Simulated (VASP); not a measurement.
# Ga (P6_3/mmc) in VASP: further runs

Runs on Ga. Level: PBE. Tasks: single point.

All numbers are computed with VASP 6.6.1; they aren't measurements. Logs are shortened: lines on timing, memory, paths and dates and some standing lists are left out, and cuts for length are marked.

### 1 Starting point

The structure is hexagonal, space group P6_3/mmc (No. 194). Conventional cell: a = 3.374 Å, b = 3.374 Å, c = 8.662 Å, α = 90.00°, β = 90.00°, γ = 120.00°. Ga (site symmetry 3m) is surrounded by 1 Ga at 1.54 Å.

The cell was built by a generator and needn't be a form met in nature.

### 2 Single point, PBE

INCAR

```
SYSTEM = Ga
ALGO = Fast
EDIFF = 1E-6
ENCUT = 520
GGA = PE
ISIF = 2
ISMEAR = 0
LASPH = .TRUE.
LCHARG = .FALSE.
LREAL = .FALSE.
LWAVE = .FALSE.
NBANDS = 34
NELM = 100
PREC = Accurate
SIGMA = 0.1
```

KPOINTS

```
k-points
0
G
  6 6 2
  0 0 0
```

POSCAR

```
Ga
1.0
    3.3740299462      0.0000000000      0.0000000000
   -1.6870149731      2.9219956465      0.0000000000
    0.0000000000      0.0000000000      8.6623392692
Ga
4
Direct
    0.3333333333      0.6666666667      0.1610000000
    0.6666666667      0.3333333333      0.6610000000
    0.3333333333      0.6666666667      0.3390000000
    0.6666666667      0.3333333333      0.8390000000
```

Potentials or basis: VASP PAW PBE potentials, release 64 (Ga_d).

Started as:

```
$ cat potpaw_PBE.64/Ga_d/POTCAR > POTCAR
$ mpirun -np 1 vasp_std > vasp.out
```

OUTCAR:

```text
SYSTEM = Ga
   EDIFF = 1E-6
   ENCUT = 520
   GGA = PE
   ISIF = 2
   ISMEAR = 0
   LASPH = .TRUE.
   LREAL = .FALSE.
   NELM = 100
   PREC = Accurate

 ion  position               nearest neighbor table
   1  0.333  0.667  0.161-   3 1.54
   2  0.667  0.333  0.661-   4 1.54
   3  0.333  0.667  0.339-   1 1.54
   4  0.667  0.333  0.839-   2 1.54

  LATTYP: Found a hexagonal cell.
 ALAT       =     3.3740299462
 C/A-ratio  =     2.5673569611

  Lattice vectors:

 A1 = (   3.3740299462,   0.0000000000,   0.0000000000)
 A2 = (  -1.6870149731,   2.9219956465,   0.0000000000)
 A3 = (   0.0000000000,   0.0000000000,   8.6623392692)

Analysis of symmetry for initial positions (statically):
=====================================================================
 Subroutine PRICEL returns:
 Original cell was already a primitive cell.

 Routine SETGRP: Setting up the symmetry group for a
 hexagonal supercell.

 Subroutine GETGRP returns: Found 24 space group operations
 (whereof 12 operations were pure point group operations)
 out of a pool of 24 trial point group operations.

The static configuration has the point symmetry D_3d.
 The point group associated with its full space group is D_6h.

Analysis of symmetry for dynamics (positions and initial velocities):
=====================================================================
 Subroutine PRICEL returns:
 Original cell was already a primitive cell.

 Routine SETGRP: Setting up the symmetry group for a
 hexagonal supercell.

 Subroutine GETGRP returns: Found 24 space group operations
 (whereof 12 operations were pure point group operations)
 out of a pool of 24 trial point group operations.

The dynamic configuration has the point symmetry D_3d.
 The point group associated with its full space group is D_6h.

 Subroutine INISYM returns: Found 24 space group operations
 (whereof 12 operations are pure point group operations),
 and found     1 'primitive' translations

----------------------------------------------------------------------------------------

                                     Primitive cell

  volume of cell :      85.4011

  direct lattice vectors                    reciprocal lattice vectors
     3.374029946  0.000000000  0.000000000     0.296381483  0.171115929  0.000000000
    -1.687014973  2.921995647  0.000000000     0.000000000  0.342231858  0.000000000
     0.000000000  0.000000000  8.662339269     0.000000000  0.000000000  0.115442257

  length of vectors
     3.374029946  3.374029946  8.662339269     0.342231858  0.342231858  0.115442257

  position of ions in fractional coordinates (direct lattice)
     0.333333333  0.666666667  0.161000000
     0.666666667  0.333333333  0.661000000
     0.333333333  0.666666667  0.339000000
     0.666666667  0.333333333  0.839000000

  ion indices of the primitive-cell ions
   primitive index   ion index
                 1           1
                 2           2
                 3           3
                 4           4

----------------------------------------------------------------------------------------

 KPOINTS: k-points

Automatic generation of k-mesh.
 Grid dimensions read from file:
 generate k-points for:    6    6    2

 Generating k-lattice:

  Cartesian coordinates                     Fractional coordinates (reciprocal lattice)
     0.049396914  0.028519322  0.000000000     0.166666667  0.000000000  0.000000000
     0.000000000  0.057038643  0.000000000     0.000000000  0.166666667  0.000000000
     0.000000000  0.000000000  0.057721129     0.000000000  0.000000000  0.500000000

  Length of vectors
     0.057038643  0.057038643  0.057721129

  Shift w.r.t. Gamma in fractional coordinates (k-lattice)
     0.000000000  0.000000000  0.000000000

 Subroutine IBZKPT returns following result:
 ===========================================

 Found     14 irreducible k-points:

 Following reciprocal coordinates:
            Coordinates               Weight
  0.000000  0.000000  0.000000      1.000000
  0.166667 -0.000000  0.000000      6.000000
  0.333333 -0.000000  0.000000      6.000000
  0.500000 -0.000000  0.000000      3.000000
  0.166667  0.166667  0.000000      6.000000
  0.333333  0.166667  0.000000     12.000000
  0.333333  0.333333  0.000000      2.000000
  0.000000  0.000000  0.500000      1.000000
  0.166667 -0.000000  0.500000      6.000000
  0.333333 -0.000000  0.500000      6.000000
  0.500000 -0.000000  0.500000      3.000000
  0.166667  0.166667  0.500000      6.000000
  0.333333  0.166667  0.500000     12.000000
  0.333333  0.333333  0.500000      2.000000
   k-points           NKPTS =     14   k-points in BZ     NKDIM =     14   number of bands    NBANDS=     34
   number of dos      NEDOS =    301   number of ions     NIONS =      4
   total plane-waves  NPLWV =  50176
   dimension x,y,z NGX =    28 NGY =   28 NGZ =   64
   dimension x,y,z NGXF=    56 NGYF=   56 NGZF=  128
   ions per type =               4
   NGX,Y,Z   is equivalent  to a cutoff of  13.80, 13.80, 12.28 a.u.
   NGXF,Y,Z  is equivalent  to a cutoff of  27.59, 27.59, 24.57 a.u.
 SYSTEM =  Ga
   PREC   = accura    normal or accurate (medium, high low for compatibility)
   ISTART =      0    job   : 0-new  1-cont  2-samecut
   ICHARG =      2    charge: 1-file 2-atom 10-const
   ISPIN  =      1    spin polarized calculation?
   LNONCOLLINEAR =      F non collinear calculations
   LSORBIT =      F    spin-orbit coupling
   LASPH  =      T    aspherical Exc in radial PAW
   ENCUT  =  520.0 eV  38.22 Ry    6.18 a.u.   6.27  6.27 16.11*2*pi/ulx,y,z
   NELM   =    100;   NELMIN=  2; NELMDL= -5     # of ELM steps
   EDIFF  = 0.1E-05   stopping-criterion for ELM
   LREAL  =      F    real-space projection
   EDIFFG = 0.1E-04   stopping-criterion for IOM
   NSW    =      0    number of steps for IOM
   IBRION =     -1    ionic relax: 0-MD 1-quasi-New 2-CG
   NFREE  =      0    steps in history (QN), initial steepest desc. (CG)
   ISIF   =      2    stress and relaxation
   ISYM   =      2    0-nonsym 1-usesym 2-fastsym
   POTIM  = 0.5000    time-step for ionic-motion
   TEBEG  =    0.0;   TEEND  =   0.0 temperature during run
   PSTRESS=    0.0 pullay stress
   NELECT =      52.0000    total number of electrons
   NUPDOWN=      -1.0000    fix difference up-down
   EMIN   =  10.00;   EMAX   =-10.00  energy-range for DOS
   EFERMI =   0.00;   METHOD = LEGACY
   ISMEAR =     0;   SIGMA  =   0.10  broadening in eV -4-tet -1-fermi 0-gaus
   EFERMI_NEDOS =   21; number of points for ismear=-14 and -15
   IALGO  =     68    algorithm
   IMIX   =      4    mixing-type and parameters
     AMIX     =   0.40;   BMIX     =  1.00
     AMIX_MAG =   1.60;   BMIX_MAG =  1.00
  volume/ion in A,a.u.               =      21.35       144.08
  Fermi-wavevector in a.u.,A,eV,Ry     =   1.387569  2.622126 26.195962  1.925349
  Thomas-Fermi vector in A             =   2.511778
   LORBIT       =      0    0 simple, 1 ext, 2 COOP (PROOUT), +10 PAW based schemes
   GGA     = PE    functional components
   LHFCALC =     F    Hartree Fock is set to
   AEXX    =    0.0000 exact exchange contribution
   IVDW    =     0    specifies the selected vdW correction
   LEPSILON=     F    determine dielectric tensor
   LRPA    =     F    only Hartree local field effects (RPA)
 non-spin polarized calculation
 RMM-DIIS sequential band-by-band and
 Gauss-broadening in eV      SIGMA  =   0.10
  energy-cutoff  :      520.00
  volume of cell :       85.40
 maximum number of plane-waves:      2324
 NGX is ok and might be reduce to    28
   NGX = 13   NGY = 13   NGZ = 33

 number of electron      51.9999991 magnetization

 Free energy of the ion-electron system (eV)
  ---------------------------------------------------
  ext. energy  EPLUGINS =         0.00000000
  ---------------------------------------------------
  free energy    TOTEN  =        10.85773122 eV

  energy without entropy =       10.86228857  energy(sigma->0) =       10.86000989

 E-fermi :   4.2132     XC(G=0): -10.1159

 val. band max:        4.0388510100   @ k =   0.3333   0.3333   0.5000
 cond. band min:       4.3344019951   @ k =   0.3333   0.1667   0.5000
 fundamental gap:      0.2955509851
 Fermi energy:         4.2132212755

 k-point     1 :       0.0000    0.0000    0.0000
  band No.  band energies     occupation
      1     -15.0199      2.00000
      2     -14.9990      2.00000
      3     -13.9522      2.00000
      4     -13.9522      2.00000
      5     -13.9380      2.00000
      6     -13.9380      2.00000
[... 26 lines left out ...]
     33      14.3879      0.00000
     34      15.2477      0.00000

 k-point     2 :       0.1667   -0.0000    0.0000
  band No.  band energies     occupation
      1     -15.0176      2.00000
      2     -14.9991      2.00000
      3     -13.9695      2.00000
      4     -13.9571      2.00000
      5     -13.9559      2.00000
      6     -13.9408      2.00000
[... 26 lines left out ...]
     33      12.8950      0.00000
     34      13.4632      0.00000

 k-point     3 :       0.3333   -0.0000    0.0000
  band No.  band energies     occupation
      1     -15.0125      2.00000
      2     -15.0002      2.00000
      3     -14.0031      2.00000
      4     -13.9902      2.00000
      5     -13.9667      2.00000
      6     -13.9467      2.00000
[... 26 lines left out ...]
     33      10.9921      0.00000
     34      11.4621      0.00000
[... 334 lines left out ...]
 k-point    13 :       0.3333    0.1667    0.5000
  band No.  band energies     occupation
      1     -15.0052      2.00000
      2     -15.0052      2.00000
      3     -14.0046      2.00000
      4     -14.0046      2.00000
      5     -13.9697      2.00000
      6     -13.9697      2.00000
[... 26 lines left out ...]
     33      10.6538      0.00000
     34      10.6538      0.00000

 k-point    14 :       0.3333    0.3333    0.5000
  band No.  band energies     occupation
      1     -15.0047      2.00000
      2     -15.0047      2.00000
      3     -13.9925      2.00000
      4     -13.9925      2.00000
      5     -13.9923      2.00000
      6     -13.9923      2.00000
[... 26 lines left out ...]
     33      10.8444      0.00000
     34      10.8444      0.00000

------------------------ aborting loop because EDIFF is reached ----------------------------------------

  FORCE on cell =-STRESS in cart. coord.  units (eV):
  Direction    XX          YY          ZZ          XY          YZ          ZX
  --------------------------------------------------------------------------------------
  -------------------------------------------------------------------------------------
  Total       -2.4466567     -2.4466567    118.8907814      0.0000000      0.0000000      0.0000000
  in kB      -45.9007650    -45.9007650   2230.4632755      0.0000000      0.0000000      0.0000000
  external PRESSURE =     712.8872485 kB  Pullay stress =       0.0000000 kB

 VOLUME and BASIS-vectors are now :
 -----------------------------------------------------------------------------
  energy-cutoff  :      520.00
  volume of cell :       85.40
      direct lattice vectors                 reciprocal lattice vectors
     3.374029946  0.000000000  0.000000000     0.296381483  0.171115929  0.000000000
    -1.687014973  2.921995647  0.000000000     0.000000000  0.342231858  0.000000000
     0.000000000  0.000000000  8.662339269     0.000000000  0.000000000  0.115442257

 POSITION                                       TOTAL-FORCE (eV/Angst)
 -----------------------------------------------------------------------------------
     -0.00000      1.94800      1.39464        -0.000000      0.000000    -39.389391
      1.68701      0.97400      5.72581         0.000000     -0.000000    -39.389391
     -0.00000      1.94800      2.93653         0.000000      0.000000     39.389391
      1.68701      0.97400      7.26770         0.000000     -0.000000     39.389391
 -----------------------------------------------------------------------------------
    total drift:                               -0.000000      0.000000      0.000000

  FREE ENERGIE OF THE ION-ELECTRON SYSTEM (eV)
  ---------------------------------------------------
  free  energy   TOTEN  =        10.8577312154 eV

  energy  without entropy=       10.8622885655  energy(sigma->0) =       10.86000989
```

Wall time 35 s (1 thread of Intel Xeon Platinum 8488C (Sapphire Rapids), shared host); peak memory 0.21 GiB.

Results:

| Property | Result |
| --- | --- |
| Free energy | 10.8577 eV |
| Pressure | 71.3 GPa |
| Largest force | 39.389 eV/Å |
| Band gap on the k mesh | none (metal or under the smearing width) |

Forces on the atoms (eV/Å):
```
Ga    0.000   0.000 -39.389
Ga    0.000   0.000 -39.389
Ga    0.000   0.000  39.389
Ga    0.000   0.000  39.389
```

Stress tensor (GPa, compression positive):
```
 -4.59   0.00   0.00
  0.00  -4.59   0.00
  0.00   0.00 223.05
```

Caveat: the k mesh is coarse (spacing up to 0.36 Å⁻¹), so the values aren't converged; a pressure of tens of GPa on the cell as given is suspect, and the run, the potentials or the cell itself is likely at fault; forces of over 1 eV/Å show positions far from the minimum, so gaps and moduli don't describe the material at rest.

(Part 1 of 2 ends here.)
